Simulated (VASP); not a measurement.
Here is a VASP 6.6.1 calculation.

run.py

```python
from ase.calculators.vasp import Vasp
from ase.dft.bandgap import bandgap
from ase.spacegroup import crystal

atoms = crystal(
    ['Se', 'Zn'],
    basis=[[0.25, 0.25, 0.25], [0.0, 0.0, 0.0]],
    spacegroup=216,
    setting=1,
    cellpar=[5.6676, 5.6676, 5.6676, 90.0, 90.0, 90.0],
    primitive_cell=True,
)
calc = Vasp(
    directory='calc',
    xc='rpbe',
    pp='PBE',
    setups='recommended',
    pp_version='54',
    prec='Accurate',
    encut=520,
    ediff=1e-06,
    ismear=0,
    sigma=0.05,
    lreal=False,
    lasph=True,
    nelm=100,
    algo='Normal',
    isif=2,
    lwave=False,
    lcharg=False,
    kpts=[8, 8, 8],
    gamma=True,
    nbands=16,
)
atoms.calc = calc

print('energy (eV):', atoms.get_potential_energy())
print('free energy (eV):', atoms.get_potential_energy(force_consistent=True))
print('forces (eV/A):')
print(atoms.get_forces())
print('stress (eV/A^3, Voigt):', atoms.get_stress())
print('Fermi level (eV):', calc.get_fermi_level())
gap, top, bottom = bandgap(calc)
print('band gap (eV):', gap, 'from (spin, k, band)', top, 'to', bottom)
```

Potentials or basis: VASP PAW PBE potentials, release 54 (Se, Zn).

Command:

```sh
$ python run.py
```

**Question.** Estimate the band gap on the k mesh.

**Answer.** 1.45 eV, direct.

**Question.** Predict the pressure.

**Answer.** 4.6 GPa.

Caveat: the PAW data sets were made with another functional, which shifts forces and pressure a little.

**Measured values to compare with.**

“Alloy Disordering Effects on the Thermal Conductivity and Energy Gap Temperature Dependence of Cd1−xZnxSe Ternary Crystals Grown by the Bridgman Method”, 2023, pmc:10253836 reports, for a bulk crystal of ZnSe at 300 K: band gap 2.695 ± 0.003 eV (an exciton energy, a little under the gap).

A measured gap of ZnSe is 2.695 eV (an exciton energy, a little under the gap; 300 K; “Alloy Disordering Effects on the Thermal Conductivity and Energy Gap Temperature Dependence of Cd1−xZnxSe Ternary Crystals Grown by the Bridgman Method”, 2023, pmc:10253836); the calculated 1.45 eV misses it by -1.24 eV. Spin-orbit coupling on Se is left out. The value is that of RPBE, without temperature or zero-point motion. Semilocal functionals fall short of measured gaps as a rule.
